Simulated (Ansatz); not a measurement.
HgSe:

```
Hg Se
1.0
     0.00000    3.03900    3.03900
     3.03900    0.00000    3.03900
     3.03900    3.03900    0.00000
Hg Se
1 1
Direct
  0.00000 0.00000 0.00000
  0.75000 0.75000 0.75000
```

* Program: Ansatz 0.2.0
* Task: relaxation of cell and atoms
* Functional: BLYP
* Dispersion: D4
* Potentials or basis: Ansatz PAW
* Cutoff: 420 eV (not typed: the program's choice for these potentials)
* k mesh: 8 × 8 × 8
* Occupations: fermi-dirac, width 0.05 eV
* Spin: no spin polarisation

At the start: volume 28.07 Å³/atom.

Question: How do energy, volume and symmetry change on relaxing?

Answer: It ends after 5 steps and the volume is 30.26 Å³/atom (+7.8 %); space group F-43m (No. 216, to 0.05 Å).

The path:
```
step  energy change (eV)  largest force (eV/Å)  volume (Å³)
   1              0.0000                0.0000        56.13
   2             -0.0468                0.0000        61.85
   3             -0.0508                0.0000        60.73
   4             -0.0509                0.0000        60.53
   5             -0.0517                0.0000        60.53
```

Final structure:
```xyz
2
Lattice="0.0000 3.1163 3.1163 3.1163 0.0000 3.1163 3.1163 3.1163 0.0000" Properties=species:S:1:pos:R:3 pbc="T T T"
Hg    0.0000    0.0000    0.0000
Se    4.6744    4.6744    4.6744
```

Caveat: the plane-wave basis is chosen anew once the cell has moved, so the energies of steps on either side of that aren't comparable; the PAW data sets come from PBE, with cores solved anew for the run's functional, which leaves a small shift of forces and pressure.
